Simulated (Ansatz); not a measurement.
Sn:

```
CELL_PARAMETERS angstrom
-2.02919 2.02919 1.66076
2.02919 -2.02919 1.66076
2.02919 2.02919 -1.66076
ATOMIC_POSITIONS crystal
Sn 0.00000 0.00000 0.00000
```

This isn't the form of Sn at room conditions, which is tetragonal (white tin).

| Quantity | Value |
| --- | --- |
| Program | Ansatz 0.2.0 |
| Task | single point |
| Functional | PBEsol |
| Potentials or basis | Ansatz PAW |
| Cutoff | 420 eV (not typed: the program's choice for these potentials) |
| k mesh | 10 × 10 × 10 |
| Occupations | fermi-dirac, width 0.05 eV |
| Spin | no spin polarisation |

On this cell: pressure -1.9 GPa; band gap on the k mesh none (metal or under the smearing width).

The same run follows on a disturbed copy (cell strained at random at fixed volume):

```
Sn
1.0
    -1.96923    2.05623    1.62201
     2.04455   -2.03890    1.69286
     1.97855    2.04822   -1.60084
Sn
1
Cartesian
  -0.0150 0.0132 0.0161
```

What does the disturbed cell give?

The energy (extrapolated to zero smearing) moves by +1.3 meV/atom; pressure -1.7 GPa; band gap on the k mesh none (metal or under the smearing width).

Stress tensor (GPa, compression positive):
```
-2.24 -0.17 -0.28
-0.17 -2.08 -0.08
-0.28 -0.08 -0.89
```

Caveats: the PAW data sets come from PBE, with cores solved anew for the run's functional, which leaves a small shift of forces and pressure.
